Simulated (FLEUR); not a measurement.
# CaF2 (Fluorite) (Fm-3m) in FLEUR: further runs

The runs below take CaF2 (Fluorite) through equation of state, with PBEsol.

Everything below comes from runs of FLEUR MaX-R8.1 (later development tree). Logs are shortened: lines on timing, memory, paths and dates and some standing lists are left out, and cuts for length are marked.

## (1) Starting point

Symmetry: Fm-3m, No. 225, cubic system. Conventional cell: a = 5.462 Å, b = 5.462 Å, c = 5.462 Å, α = 90.00°, β = 90.00°, γ = 90.00°. Ca (site symmetry m-3m) is surrounded by 8 F at 2.37 Å. Around F (site symmetry -43m) lie 4 Ca at 2.37 Å.

## (2) Equation of state, PBEsol, 12.76 Å³/atom (volume scaled by 0.94)

inp.xml

```xml
<?xml version="1.0" encoding="UTF-8" standalone="no"?>
<fleurInput fleurInputVersion="0.39">
   <comment>
      CaF2                                                                                                
   </comment>
   <calculationSetup>
      <cutoffs Kmax="4.32" Gmax="13.4" GmaxXC="13.4" numbands="0"/>
      <scfLoop itmax="60" minDistance="0.00001" maxIterBroyd="15" imix="Anderson" alpha="0.05" precondParam="0.0" spinf="2.0" sdNocoIR="T"/>
      <coreElectrons ctail="T" frcor="F" kcrel="0" coretail_lmax="0"/>
      <xcFunctional name="PBEs" relativisticCorrections="F"/>
      <magnetism jspins="1"/>
      <soc l_soc="F" theta="0.0" phi="0.0" spav="F"/>
      <expertModes spex="0" secvar="F"/>
      <geometryOptimization l_f="F" forcealpha="1.0" forcemix="BFGS" epsdisp="0.0005" epsforce="0.0002"/>
      <ldaU l_linMix="F" mixParam="0.05" spinf="1.0"/>
   </calculationSetup>
   <cell>
      <bzIntegration valenceElectrons="24.0" mode="hist" fermiSmearingEnergy="0.00183747">
         <kPointListSelection listName="default-1"/>
         <!-- k-points included here -->
         <xi:include xmlns:xi="http://www.w3.org/2001/XInclude" href="kpts.xml"> </xi:include>
      </bzIntegration>
      <!-- symmetry operations included here -->
      <xi:include xmlns:xi="http://www.w3.org/2001/XInclude" href="sym.xml"> </xi:include>
      <bulkLattice scale="0.9795861087">
         <bravaisMatrix>
            <row-1>    0.0000000000000000     5.1608420462825997     5.1608420462825997</row-1>
            <row-2>    5.1608420462825997     0.0000000000000000     5.1608420462825997</row-2>
            <row-3>    5.1608420462825997     5.1608420462825997     0.0000000000000000</row-3>
         </bravaisMatrix>
      </bulkLattice>
   </cell>
   <atomSpecies>
      <species name="Calcium (Ca)" element="Ca" atomicNumber="20">
         <mtSphere radius="2.27" gridPoints="777" logIncrement="0.015"/>
         <atomicCutoffs lmax="9" lnonsphr="9"/>
         <electronConfig flipSpins="F">
            <coreConfig>(1s1/2) (2s1/2) (2p1/2) (2p3/2)</coreConfig>
            <valenceConfig>(3s1/2) (3p1/2) (3p3/2) (4s1/2)</valenceConfig>
         </electronConfig>
         <energyParameters s="4" p="3" d="3" f="4"/>
         <lo type="SCLO" l="0" n="3" eDeriv="0"/>
         <lo type="HELO" l="1" n="4" eDeriv="0"/>
         <lo type="HELO" l="1" n="4" eDeriv="1"/>
         <lo type="SCLO" l="2" n="3" eDeriv="2"/>
         <lo type="SCLO" l="3" n="4" eDeriv="2"/>
      </species>
      <species name="Fluorine (F)" element="F" atomicNumber="9">
         <mtSphere radius="1.74" gridPoints="593" logIncrement="0.018"/>
         <atomicCutoffs lmax="8" lnonsphr="8"/>
         <electronConfig flipSpins="F">
            <coreConfig>(1s1/2)</coreConfig>
            <valenceConfig>(2s1/2) (2p1/2) (2p3/2)</valenceConfig>
            <stateOccupation state="(2p1/2)" spinUp="0.833333" spinDown="0.833333"/>
            <stateOccupation state="(2p3/2)" spinUp="1.666667" spinDown="1.666667"/>
         </electronConfig>
         <energyParameters s="2" p="2" d="3" f="4"/>
         <lo type="SCLO" l="0" n="2" eDeriv="2"/>
         <lo type="SCLO" l="1" n="2" eDeriv="2"/>
         <lo type="SCLO" l="2" n="3" eDeriv="2"/>
      </species>
   </atomSpecies>
   <atomGroups>
      <atomGroup species="Calcium (Ca)">
         <relPos label="                   1">.0000000000 .0000000000 .0000000000</relPos>
         <force calculate="T" relaxXYZ="TTT"/>
      </atomGroup>
      <atomGroup species="Fluorine (F)">
         <relPos label="                   2">-1.000/4.000 -1.000/4.000 -1.000/4.000</relPos>
         <relPos label="                   3">1.000/4.000 1.000/4.000 1.000/4.000</relPos>
         <force calculate="T" relaxXYZ="TTT"/>
      </atomGroup>
   </atomGroups>
   <output dos="F" band="F" slice="F">
      <checks vchk="F" cdinf="F"/>
      <bandDOS minEnergy="-.5*Htr" maxEnergy="0.5*Htr" sigma="0.015" storeEVData="T"/>
      <vacuumDOS vacdos="F" integ="F" star="F" nstars="0" locx1="0.0" locy1="0.0" locx2="0.0" locy2="0.0" nstm="0" tworkf="0.0"/>
      <unfoldingBand unfoldBand="F" supercellX="1" supercellY="1" supercellZ="1"/>
      <plotting iplot="0" polar="F">
         <plot TwoD="T" vec1="  1.0  0.0  0.0" vec2="  0.0  1.0  0.0" vec3="  0.0  0.0  1.0" zero="  0.0  0.0  0.0" file="plot"/>
      </plotting>
      <chargeDensitySlicing numkpt="0" minEigenval="0.0" maxEigenval="0.0" nnne="0" pallst="F"/>
      <specialOutput eonly="F"/>
      <moessbauerParams electricFieldGradient="T" isomerShift="T" coreHyperfine="T" valenceHyperfine="T"/>
      <magneticCircularDichroism mcd="F" energyLo="-10.0" energyUp="0.0"/>
   </output>
  <!-- We include the file relax.xml here to enable relaxations (see documentation) -->
  <xi:include xmlns:xi="http://www.w3.org/2001/XInclude" href="relax.xml"> <xi:fallback/> </xi:include>
</fleurInput>
```

Potentials or basis: all-electron, FLAPW.

Command:

```bash
inpgen -f crystal.txt -profile fastHighL
# inp.xml edited to the form shown
mpirun -n 4 fleur_MPI -pe_per_kpt 1
```

What it wrote:

```text
Welcome to FLEUR        (www.flapw.de)
      MaX-Release 8.1          (www.max-centre.eu)

 ========== k-point set info ==========
 Selected k-point list: default-1
 k-point list type: mesh
 8 x 8 x 8
 Number of k points: 29

 ------------Calculation Setup---------------------------
 Number of MPI-tasks      :            4
 Number of PE/node        :            4
 Number of OMP-threads    :            1
 Using exactly            1  PE per kpt
 Using exactly            1  PE per kpt
 k-points in parallel     :            4
 pe's per k-point         :            1
 No of k-point loops      :            7
 Using exactly            1  PE per kpt
 Using exactly            1  PE per kpt
 Info/Warning             : your k-point parallelism is not fully load-balanced
 Eigenvalue solver        :       lapack
 Number of basis functions:          468
 Approximate size of matrices (H+S) per k-point:         0.003 GB
 --------------------------------------------------------
 Iteration:     1   Distance:      16.11819073 me/bohr^3
 Iteration:     2   Distance:      13.79403070 me/bohr^3
 Iteration:     3   Distance:       4.54035101 me/bohr^3
 Iteration:     4   Distance:       4.44385909 me/bohr^3
 Iteration:     5   Distance:       0.69990656 me/bohr^3
 Iteration:     6   Distance:       1.10403268 me/bohr^3
 Iteration:     7   Distance:       0.15022710 me/bohr^3
 Iteration:     8   Distance:       0.09286535 me/bohr^3
 Iteration:     9   Distance:       0.01169111 me/bohr^3
 Iteration:    10   Distance:       0.00195992 me/bohr^3
 Iteration:    11   Distance:       0.00150718 me/bohr^3
 Iteration:    12   Distance:       0.00027793 me/bohr^3
 Iteration:    13   Distance:       0.00028074 me/bohr^3
 Iteration:    14   Distance:       0.00001000 me/bohr^3
 Iteration:    15   Distance:       0.00000086 me/bohr^3

 ********************************************************************
 Run finished successfully
 Stop message:
   all done
 ********************************************************************
```

Run time: 12 s. Hardware: 4 MPI ranks of Arm Neoverse V1, shared host.

Results:

```
Free energy                                           : -23919.4420 eV
Band gap on the k mesh                                : 7.47 eV, indirect (least direct gap 7.73 eV)
Valence electrons inside the program's atomic spheres : Ca 8.05; F 6.60 (radii Ca 2.27, F 1.74 bohr)
```

## (3) Equation of state, PBEsol, 13.04 Å³/atom (volume scaled by 0.96)

inp.xml, as its differences from that of step 2:

```diff
@@ -24,3 +24,3 @@
       <xi:include xmlns:xi="http://www.w3.org/2001/XInclude" href="sym.xml"> </xi:include>
-      <bulkLattice scale="0.9795861087">
+      <bulkLattice scale="0.9864848297">
          <bravaisMatrix>
```

Potentials or basis: all-electron, FLAPW.

Command:

```bash
inpgen -f crystal.txt -profile fastHighL
# inp.xml edited to the form shown
mpirun -n 4 fleur_MPI -pe_per_kpt 1
```

Wall time 12 s (4 MPI ranks of Arm Neoverse V1, shared host).

The run converged. Its results:

- Free energy: -23919.4552 eV
- Band gap on the k mesh: 7.34 eV, indirect (least direct gap 7.60 eV)
- Valence electrons inside the program's atomic spheres: Ca 8.03; F 6.59 (radii Ca 2.27, F 1.74 bohr)

## (4) Equation of state, PBEsol, 13.31 Å³/atom (volume scaled by 0.98)

inp.xml, as its differences from that of step 3:

```diff
@@ -24,3 +24,3 @@
       <xi:include xmlns:xi="http://www.w3.org/2001/XInclude" href="sym.xml"> </xi:include>
-      <bulkLattice scale="0.9864848297">
+      <bulkLattice scale="0.9932883884">
          <bravaisMatrix>
```

Command:

```bash
inpgen -f crystal.txt -profile fastHighL
# inp.xml edited to the form shown
mpirun -n 4 fleur_MPI -pe_per_kpt 1
```

It took 12 s on 4 MPI ranks of Arm Neoverse V1, shared host.

It converged, with:

| Item | Value |
| --- | --- |
| Free energy | -23919.4584 eV |
| Band gap on the k mesh | 7.22 eV, indirect (least direct gap 7.48 eV) |
| Valence electrons inside the program's atomic spheres | Ca 8.02; F 6.58 (radii Ca 2.27, F 1.74 bohr) |

## (5) Equation of state, PBEsol, 13.58 Å³/atom

inp.xml, as its differences from that of step 4:

```diff
@@ -24,3 +24,3 @@
       <xi:include xmlns:xi="http://www.w3.org/2001/XInclude" href="sym.xml"> </xi:include>
-      <bulkLattice scale="0.9932883884">
+      <bulkLattice scale="1.0000000000">
          <bravaisMatrix>
```

Command:

```bash
inpgen -f crystal.txt -profile fastHighL
# inp.xml edited to the form shown
mpirun -n 4 fleur_MPI -pe_per_kpt 1
```

Wall time 12 s (4 MPI ranks of Arm Neoverse V1, shared host).

It converged, with:

```
Free energy                                           : -23919.4524 eV
Band gap on the k mesh                                : 7.10 eV, indirect (least direct gap 7.36 eV)
Valence electrons inside the program's atomic spheres : Ca 8.00; F 6.58 (radii Ca 2.27, F 1.74 bohr)
```

## (6) Equation of state, PBEsol, 13.85 Å³/atom (volume scaled by 1.02)

inp.xml, as its differences from that of step 5:

```diff
@@ -24,3 +24,3 @@
       <xi:include xmlns:xi="http://www.w3.org/2001/XInclude" href="sym.xml"> </xi:include>
-      <bulkLattice scale="1.0000000000">
+      <bulkLattice scale="1.0066227096">
          <bravaisMatrix>
```

Potentials or basis: all-electron, FLAPW.

Command:

```bash
inpgen -f crystal.txt -profile fastHighL
# inp.xml edited to the form shown
mpirun -n 4 fleur_MPI -pe_per_kpt 1
```

It took 13 s on 4 MPI ranks of Arm Neoverse V1, shared host.

It converged, with:

```yaml
Free_energy: -23919.4383 eV
Band_gap_on_the_k_mesh: 6.99 eV, indirect (least direct gap 7.24 eV)
Valence_electrons_inside_the_program's_atomic_spheres: Ca 7.99; F 6.57 (radii Ca 2.27, F 1.74 bohr)
```

## (7) Equation of state, PBEsol, 14.12 Å³/atom (volume scaled by 1.04)

inp.xml, as its differences from that of step 6:

```diff
@@ -24,3 +24,3 @@
       <xi:include xmlns:xi="http://www.w3.org/2001/XInclude" href="sym.xml"> </xi:include>
-      <bulkLattice scale="1.0066227096">
+      <bulkLattice scale="1.0131594038">
          <bravaisMatrix>
```

Command:

```bash
inpgen -f crystal.txt -profile fastHighL
# inp.xml edited to the form shown
mpirun -n 4 fleur_MPI -pe_per_kpt 1
```

Run time: 13 s. Hardware: 4 MPI ranks of Arm Neoverse V1, shared host.

The run converged. Its results:

| Property | Result |
| --- | --- |
| Free energy | -23919.4187 eV |
| Band gap on the k mesh | 6.88 eV, indirect (least direct gap 7.13 eV) |
| Valence electrons inside the program's atomic spheres | Ca 7.98; F 6.57 (radii Ca 2.27, F 1.74 bohr) |

## (8) Equation of state, PBEsol, 14.39 Å³/atom (volume scaled by 1.06)

inp.xml, as its differences from that of step 7:

```diff
@@ -24,3 +24,3 @@
       <xi:include xmlns:xi="http://www.w3.org/2001/XInclude" href="sym.xml"> </xi:include>
-      <bulkLattice scale="1.0131594038">
+      <bulkLattice scale="1.0196128224">
          <bravaisMatrix>
```

Command:

```bash
inpgen -f crystal.txt -profile fastHighL
# inp.xml edited to the form shown
mpirun -n 4 fleur_MPI -pe_per_kpt 1
```

It took 13 s on 4 MPI ranks of Arm Neoverse V1, shared host.

The run converged. Its results:

| Quantity | Value |
| --- | --- |
| Free energy | -23919.3911 eV |
| Band gap on the k mesh | 6.77 eV, indirect (least direct gap 7.02 eV) |
| Valence electrons inside the program's atomic spheres | Ca 7.97; F 6.56 (radii Ca 2.27, F 1.74 bohr) |

## (9) Equation of state, PBEsol

Potentials or basis: all-electron, FLAPW.

No new run: the results of the series are fitted here.

Results:

- Equilibrium volume: 13.26 Å³/atom
- Bulk modulus: 87 GPa
- Pressure derivative of the bulk modulus: 5.0 (rough: it moves with the points fitted)

Energy against volume, from the lowest point:
```csv
volume (Å³/atom),energy (meV/atom)
12.764,5.45
13.036,1.05
13.308,0.00
13.579,2.00
13.851,6.70
14.122,13.22
14.394,22.41
```
